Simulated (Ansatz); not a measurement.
In doubt: masses and optical values from hybrid runs of this build are listed as unsure (in some of the runs), which bears on the screening that GW takes from such a start.

System: Te2Mo (layers cut from the bulk crystal).

The cell holds 6 atoms: 4 Te and 2 Mo. Cell: a = 3.439 Å, b = 3.439 Å, c = 43.800 Å, α = 90.0°, β = 90.0°, γ = 120.0°. It derives from Te2Mo. Regions: layer 1, 3 atoms (2 Te and 1 Mo); layer 2, 3 atoms (2 Te and 1 Mo). Vacuum lies along c.

```xyz
6
Lattice="3.4389 0.0000 0.0000 -1.7195 2.9782 0.0000 0.0000 0.0000 43.8000" Properties=species:S:1:pos:R:3
Te    0.0000    1.9855   16.7499
Mo    1.7195    0.9927   18.5643
Te    0.0000    1.9855   20.3823
Te    1.7195    0.9927   23.4177
Mo    0.0000    1.9855   25.2357
Te    1.7195    0.9927   27.0501
```

The structure was relaxed with PBEsol-D3(BJ). The runs that relaxed it are not among those shown. Spin-orbit coupling is left out unless a run names it. PAW set soft_2, made with PBE.

Gaps computed with Ansatz 0.2.0 without a self-energy: HSE06 1.15 eV and r2SCAN 0.88 eV.

Question: What gap should G0W0 on HSE06 give (9×9×1 mesh, 473 empty bands, screening to 60 eV, default PAW files)?

About 1.30 eV: on its mesh the run moves the gap from 1.15 eV by +0.15 eV. Among the scalar-relativistic levels given, HSE06 is nearest (−0.15 eV). Bands and cutoff are finite, so the gap is not at the basis limit. The miss can reach some tenths of an eV and take either sign; the mesh is an error of its own. The mesh in the plane is coarse for a sheet; gap and any exciton binding can still move on denser ones. The many-body steps are scalar-relativistic: spin-orbit coupling is not in them.

[Paths, hosts, dates, memory and timing lines, banners, echoed tables and standing remarks are left out of the program output.]

[Logs are printed without paths, hosts, clocks, repeated set-up lines and the standing remarks that a program may print on its own settings, such as how far it seeks lower states.]

[Runs of the session that timed out or met a known fault of the program may be left out.]

[Cells called generated may have been cut or substituted from an entry of the Crystallography Open Database or the Materials Project.]

[Hosts, paths, dates, database ids (printed as entryN), source tags and the programs' standing remarks are cut or masked in the printed files.]
